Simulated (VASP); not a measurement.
# ZnCu (Pm-3m) in VASP: notebook, part 2 of 2

VASP 6.6.1. Earlier steps stand in the parts before.

## Step 4: Single point, r2SCAN

File INCAR:

```
SYSTEM = ZnCu
PREC     = Accurate       ! precision mode
ENCUT    = 600            ! plane-wave cutoff, eV
EDIFF    = 1E-6           ! SCF threshold, eV
ISMEAR   = -1             ! smearing method
SIGMA    = 0.1            ! smearing width, eV
LREAL    = .FALSE.        ! projectors in reciprocal space
LASPH    = .TRUE.         ! aspherical terms in the spheres
NELM     = 100            ! most SCF steps
ALGO     = Normal         ! electronic algorithm
ISIF     = 2              ! what is computed and relaxed
LWAVE    = .FALSE.        ! write WAVECAR
LCHARG   = .FALSE.        ! write CHGCAR
METAGGA  = R2SCAN         ! meta-GGA
LMIXTAU  = .TRUE.       
ADDGRID  = .FALSE.
```

File KPOINTS:

```
regular mesh
0
G
  3 3 3
  0 0 0
```

File POSCAR:

```
ZnCu
1.0
    2.9450000000      0.0000000000      0.0000000000
    0.0000000000      2.9450000000      0.0000000000
    0.0000000000      0.0000000000      2.9450000000
Zn Cu
1 1
Direct
    0.5128410000      0.4877280000      0.4845920000
   -0.0040920000      0.0326400000      0.0060300000
```

Potentials or basis: VASP PAW PBE potentials, release 64 (Zn, Cu).

The run is started by

```sh
$ cat potpaw_PBE.64/Zn/POTCAR potpaw_PBE.64/Cu/POTCAR > POTCAR
$ mpirun -np 1 vasp_std > vasp.out
```

OUTCAR:

```text
SYSTEM = ZnCu
   PREC = Accurate
   ENCUT = 600
   EDIFF = 1E-6
   ISMEAR = -1
   LREAL = .FALSE.
   LASPH = .TRUE.
   NELM = 100
   ISIF = 2
   METAGGA = R2SCAN

 Found     14 irreducible k-points:

 Following reciprocal coordinates:
            Coordinates               Weight
  0.000000  0.000000  0.000000      1.000000
  0.333333  0.000000  0.000000      2.000000
  0.000000  0.333333  0.000000      2.000000
  0.000000  0.000000  0.333333      2.000000
  0.333333  0.333333  0.000000      2.000000
  0.000000  0.333333  0.333333      2.000000
   k-points           NKPTS =     14   k-points in BZ     NKDIM =     14   number of bands    NBANDS=     15
   number of dos      NEDOS =    301   number of ions     NIONS =      2
   total plane-waves  NPLWV =  13824
   dimension x,y,z NGX =    24 NGY =   24 NGZ =   24
   dimension x,y,z NGXF=    48 NGYF=   48 NGZF=   48
   ions per type =               1   1
   NGX,Y,Z   is equivalent  to a cutoff of  13.55, 13.55, 13.55 a.u.
   NGXF,Y,Z  is equivalent  to a cutoff of  27.10, 27.10, 27.10 a.u.
 SYSTEM =  ZnCu
   PREC   = accura    normal or accurate (medium, high low for compatibility)
   ISTART =      0    job   : 0-new  1-cont  2-samecut
   ICHARG =      2    charge: 1-file 2-atom 10-const
   ISPIN  =      1    spin polarized calculation?
   LNONCOLLINEAR =      F non collinear calculations
   LSORBIT =      F    spin-orbit coupling
   LASPH  =      T    aspherical Exc in radial PAW
   ENCUT  =  600.0 eV  44.10 Ry    6.64 a.u.   5.88  5.88  5.88*2*pi/ulx,y,z
   NELM   =    100;   NELMIN=  2; NELMDL= -5     # of ELM steps
   EDIFF  = 0.1E-05   stopping-criterion for ELM
   LREAL  =      F    real-space projection
   EDIFFG = 0.1E-04   stopping-criterion for IOM
   NSW    =      0    number of steps for IOM
   IBRION =     -1    ionic relax: 0-MD 1-quasi-New 2-CG
   NFREE  =      0    steps in history (QN), initial steepest desc. (CG)
   ISIF   =      2    stress and relaxation
   ISYM   =      2    0-nonsym 1-usesym 2-fastsym
   POTIM  = 0.5000    time-step for ionic-motion
   TEBEG  =    0.0;   TEEND  =   0.0 temperature during run
   PSTRESS=    0.0 pullay stress
   NELECT =      23.0000    total number of electrons
   NUPDOWN=      -1.0000    fix difference up-down
   EMIN   =  10.00;   EMAX   =-10.00  energy-range for DOS
   EFERMI =   0.00;   METHOD = LEGACY
   ISMEAR =    -1;   SIGMA  =   0.10  broadening in eV -4-tet -1-fermi 0-gaus
   EFERMI_NEDOS =   21; number of points for ismear=-14 and -15
   IALGO  =     38    algorithm
   IMIX   =      4    mixing-type and parameters
     AMIX     =   0.40;   BMIX     =  1.00
     AMIX_MAG =   1.60;   BMIX_MAG =  1.00
  volume/ion in A,a.u.               =      12.77        86.18
  Fermi-wavevector in a.u.,A,eV,Ry     =   1.580880  2.987429 34.003415  2.499180
  Thomas-Fermi vector in A             =   2.681040
   LORBIT       =      0    0 simple, 1 ext, 2 COOP (PROOUT), +10 PAW based schemes
   METAGGA = R2SCAN    functional components
   LHFCALC =     F    Hartree Fock is set to
   AEXX    =    0.0000 exact exchange contribution
   IVDW    =     0    specifies the selected vdW correction
   LEPSILON=     F    determine dielectric tensor
   LRPA    =     F    only Hartree local field effects (RPA)
 non-spin polarized calculation
  energy-cutoff  :      600.00
  volume of cell :       25.54
 maximum number of plane-waves:       856
   NGX = 11   NGY = 11   NGZ = 11

 number of electron      22.9999998 magnetization

 Free energy of the ion-electron system (eV)
  ---------------------------------------------------
  ext. energy  EPLUGINS =         0.00000000
  ---------------------------------------------------
  free energy    TOTEN  =       -19.53571078 eV

  energy without entropy =      -19.47675995  energy(sigma->0) =      -19.50623536

 E-fermi :   5.3779     XC(G=0): -13.5224

 val. band max:        5.3310136496   @ k =   0.0000  -0.3333   0.3333
 cond. band min:       7.8047807625   @ k =   0.0000  -0.3333   0.3333
 fundamental gap:      2.4737671129
 Fermi energy:         5.3779234619

 k-point     1 :       0.0000    0.0000    0.0000
  band No.  band energies     occupation
      1      -5.3921      2.00000
      2      -2.8125      2.00000
      3      -2.7992      2.00000
      4      -2.0973      2.00000
      5      -2.0720      2.00000
      6      -2.0694      2.00000
      7       1.5391      2.00000
      8       1.5584      2.00000
      9       2.4286      2.00000
     10       2.4288      2.00000
     11       2.4358      2.00000
     12      11.9881      0.00000
     13      11.9971      0.00000
     14      12.0753      0.00000
     15      16.8089      0.00000

 k-point     2 :       0.3333    0.0000    0.0000
  band No.  band energies     occupation
      1      -3.5040      2.00000
      2      -2.6390      2.00000
      3      -2.3394      2.00000
      4      -2.2158      2.00000
      5      -2.2042      2.00000
      6      -2.0225      2.00000
      7       1.3840      2.00000
      8       1.4804      2.00000
      9       2.0132      2.00000
     10       2.0337      2.00000
     11       2.3911      2.00000
     12       4.5905      1.99924
     13      14.8603      0.00000
     14      14.8793      0.00000
     15      17.9945      0.00000

 k-point     3 :       0.0000    0.3333    0.0000
  band No.  band energies     occupation
      1      -3.5164      2.00000
      2      -2.6433      2.00000
      3      -2.3240      2.00000
      4      -2.2065      2.00000
      5      -2.2037      2.00000
      6      -2.0270      2.00000
      7       1.3826      2.00000
      8       1.4830      2.00000
      9       2.0109      2.00000
     10       2.0153      2.00000
     11       2.3865      2.00000
     12       4.6155      1.99902
     13      14.8361      0.00000
     14      14.8389      0.00000
     15      18.0500      0.00000

 k-point     4 :       0.0000    0.0000    0.3333
  band No.  band energies     occupation
      1      -3.5052      2.00000
      2      -2.6394      2.00000
      3      -2.3379      2.00000
      4      -2.2158      2.00000
      5      -2.2035      2.00000
      6      -2.0227      2.00000
      7       1.3839      2.00000
      8       1.4808      2.00000
      9       2.0116      2.00000
     10       2.0333      2.00000
     11       2.3906      2.00000
     12       4.5930      1.99922
     13      14.8563      0.00000
     14      14.8771      0.00000
     15      17.9986      0.00000

 k-point     5 :       0.3333    0.3333    0.0000
  band No.  band energies     occupation
      1      -2.8879      2.00000
      2      -2.6702      2.00000
      3      -2.2913      2.00000
      4      -2.2220      2.00000
      5      -2.1196      2.00000
      6      -0.9715      2.00000
      7       1.3767      2.00000
      8       1.9236      2.00000
      9       2.0036      2.00000
     10       2.1528      2.00000
     11       2.3154      2.00000
     12       5.3300      1.23524
     13       7.8104      0.00000
     14      12.8645      0.00000
     15      17.1380      0.00000

 k-point     6 :       0.0000    0.3333    0.3333
  band No.  band energies     occupation
      1      -2.8851      2.00000
      2      -2.6671      2.00000
      3      -2.2748      2.00000
      4      -2.2378      2.00000
      5      -2.1165      2.00000
      6      -0.9801      2.00000
      7       1.3751      2.00000
      8       1.9380      2.00000
      9       1.9812      2.00000
     10       2.1524      2.00000
     11       2.3130      2.00000
     12       5.3261      1.25355
     13       7.8414      0.00000
     14      12.8392      0.00000
     15      17.1396      0.00000

 [... further k-points ...]

------------------------ aborting loop because EDIFF is reached ----------------------------------------

  FORCE on cell =-STRESS in cart. coord.  units (eV):
  Direction    XX          YY          ZZ          XY          YZ          ZX
  --------------------------------------------------------------------------------------
  -------------------------------------------------------------------------------------
  Total       -0.0592520     -0.2267688     -0.0853553     -0.1108947      0.1390527     -0.0549923
  in kB       -3.7167029    -14.2245346     -5.3540858     -6.9560974      8.7223648     -3.4495063
  external PRESSURE =      -7.7651078 kB  Pullay stress =       0.0000000 kB

 VOLUME and BASIS-vectors are now :
 -----------------------------------------------------------------------------
  energy-cutoff  :      600.00
  volume of cell :       25.54
      direct lattice vectors                 reciprocal lattice vectors
     2.945000000  0.000000000  0.000000000     0.339558574  0.000000000  0.000000000
     0.000000000  2.945000000  0.000000000     0.000000000  0.339558574  0.000000000
     0.000000000  0.000000000  2.945000000     0.000000000  0.000000000  0.339558574

 POSITION                                       TOTAL-FORCE (eV/Angst)
 -----------------------------------------------------------------------------------
      1.51032      1.43636      1.42712        -0.277627      0.668736      0.350243
      2.93295      0.09612      0.01776         0.277627     -0.668736     -0.350243
 -----------------------------------------------------------------------------------
    total drift:                               -0.002466      0.009208      0.009152

  FREE ENERGIE OF THE ION-ELECTRON SYSTEM (eV)
  ---------------------------------------------------
  free  energy   TOTEN  =       -19.5357107773 eV

  energy  without entropy=      -19.4767599479  energy(sigma->0) =      -19.50623536
```

It took 23 s on 1 thread of Intel Xeon Platinum 8259CL at 2.50GHz (Skylake/Cascade Lake), shared host; peak memory 0.14 GiB.

The run converged, but some of its settings lie outside the range that counts as converged, so its numbers aren't taken as properties of the crystal.

What came out:

```
Free energy            : -19.5357 eV
Pressure               : -0.8 GPa
Largest force          : 0.804 eV/Å
Band gap on the k mesh : none (metal or under the smearing width)
```

Caveat: the k mesh is coarse (spacing up to 0.71 Å⁻¹), so the values aren't converged; the PAW data sets were made with another functional, which shifts forces and pressure a little.

## Step 5: Single point, r2SCAN

Changes to INCAR since step 4:

```diff
@@ -2,3 +2,3 @@
 PREC     = Accurate       ! precision mode
-ENCUT    = 600            ! plane-wave cutoff, eV
+ENCUT    = 350            ! plane-wave cutoff, eV
 EDIFF    = 1E-6           ! SCF threshold, eV
```

File KPOINTS:

```
regular mesh
0
G
  4 4 4
  0 0 0
```

File POSCAR:

```
ZnCu
1.0
    2.9450000000      0.0000000000      0.0000000000
    0.0000000000      2.9450000000      0.0000000000
    0.0000000000      0.0000000000      2.9450000000
Zn Cu
1 1
Direct
    0.5000000000      0.5000000000      0.5000000000
    0.0000000000      0.0000000000      0.0000000000
```

The run is started by

```sh
$ cat potpaw_PBE.64/Zn/POTCAR potpaw_PBE.64/Cu/POTCAR > POTCAR
$ mpirun -np 1 vasp_std > vasp.out
```

Run time: 17 s. Hardware: 1 thread of Intel Xeon Platinum 8259CL at 2.50GHz (Skylake/Cascade Lake), shared host; peak memory 0.12 GiB.

The run converged, but some of its settings lie outside the range that counts as converged, so its numbers aren't taken as properties of the crystal.

What came out:

- Free energy: -20.0084 eV
- Pressure: -4.1 GPa
- Band gap on the k mesh: none (metal or under the smearing width)

Caveat: the k mesh is coarse (spacing up to 0.53 Å⁻¹), so the values aren't converged; the cutoff is under 1.25 times the usual one of these potentials, so pressure, stress and relaxed cells hold a basis-set (Pulay) error; the PAW data sets were made with another functional, which shifts forces and pressure a little.

## Step 6: Single point, r2SCAN

INCAR is that of step 5.

KPOINTS is that of step 5.

File POSCAR:

```
ZnCu
1.0
    2.9450000000      0.0000000000      0.0000000000
    0.0000000000      2.9450000000      0.0000000000
    0.0000000000      0.0000000000      2.9450000000
Zn Cu
1 1
Direct
    0.5128410000      0.4877280000      0.4845920000
   -0.0040920000      0.0326400000      0.0060300000
```

Potentials or basis: VASP PAW PBE potentials, release 64 (Zn, Cu).

The run is started by

```sh
$ cat potpaw_PBE.64/Zn/POTCAR potpaw_PBE.64/Cu/POTCAR > POTCAR
$ mpirun -np 1 vasp_std > vasp.out
```

Wall time 32 s (1 thread of Intel Xeon Platinum 8259CL at 2.50GHz (Skylake/Cascade Lake), shared host); peak memory 0.12 GiB.

These settings aren't checked as converged: the numbers below hold their error.

Results:

- Free energy: -19.9531 eV
- Pressure: -2.6 GPa
- Largest force: 0.700 eV/Å
- Band gap on the k mesh: none (metal or under the smearing width)

Caveat: the k mesh is coarse (spacing up to 0.53 Å⁻¹), so the values aren't converged; the cutoff is under 1.25 times the usual one of these potentials, so pressure, stress and relaxed cells hold a basis-set (Pulay) error; the PAW data sets were made with another functional, which shifts forces and pressure a little.
